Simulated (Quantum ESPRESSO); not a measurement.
**Au: Hubbard U from linear response under several settings**

```xyz
1
Lattice="0.0000 2.0350 2.0350 2.0350 0.0000 2.0350 2.0350 2.0350 0.0000" Properties=species:S:1:pos:R:3 pbc="T T T"
Au    0.0000    0.0000    0.0000
```

All runs used Quantum ESPRESSO 7.5; potentials GBRV 1.5 PBE; k mesh 10 × 10 × 10; given cell; no spin polarisation; cutoff 612 eV; occupations cold, width 0.2 eV.

```tsv
level	projectors	U typed (eV)	q mesh	with V	state	U computed (eV)
PBE+U	ortho-atomic	0.0	1 × 1 × 1	no	metal	?
PBE+U	ortho-atomic	0.0	2 × 2 × 2	no	metal	Au 7.3
PBE+U	ortho-atomic	4.0	3 × 3 × 3	no	metal	Au 9.8
PBE+U	ortho-atomic	0.0	4 × 4 × 4	no	metal	Au 8.2
```

What stands in the row left open?

U computed Au 3.8 eV.

Caveats: U without spin polarisation on a metal has little footing; the U is typed as a test and isn't derived for this compound; the computed U isn't converged in cell size (some runs).

For the row left open. Caveat: the computed U isn't converged in cell size; U without spin polarisation on a metal has little footing; the U is typed as a test and isn't derived for this compound.
